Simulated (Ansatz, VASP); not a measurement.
One calculation of SiC, two programs

```xyz
2
Lattice="0.0000 2.0436 2.1740 2.1740 0.0000 2.1740 2.1740 2.0436 0.0000" Properties=species:S:1:pos:R:3 pbc="T T T"
Si    0.0000    0.0000    0.0000
C     3.2610    3.0653    3.2610
```

Change from the starting cell: strain -0.0600 x Voigt [0, 1, 0, 0, 0, 0], atoms carried along.

Alike in both runs: task single point; functional PBE; k mesh 12 × 12 × 12; occupations gaussian, width 0.05 eV; no spin polarisation.

|  | VASP | Ansatz |
| --- | --- | --- |
| version | VASP 6.6.1 | Ansatz 0.2.0 |
| potentials or method | VASP PAW PBE potentials, release 64 (Si, C) | scalar-relativistic, plane waves, PAW |
| plane-wave cutoff (eV) | 520 | 420 |
| valence electrons in the cell | 8 | 8 |

```csv
,VASP,Ansatz,Ansatz less VASP
gap on the k mesh at the Fermi level (eV),0.66,0.66,+0.003
least direct gap on the mesh (eV),4.54,4.54,+0.006
pressure (GPa),20.5,20.6,+0.10
largest component of the traceless stress (GPa),9.15,9.12,-0.034
```

Caveats: so large a pressure means that the cell lies far from this level's equilibrium, or that cutoff or potentials fall short (VASP). A k mesh can miss the band edges.
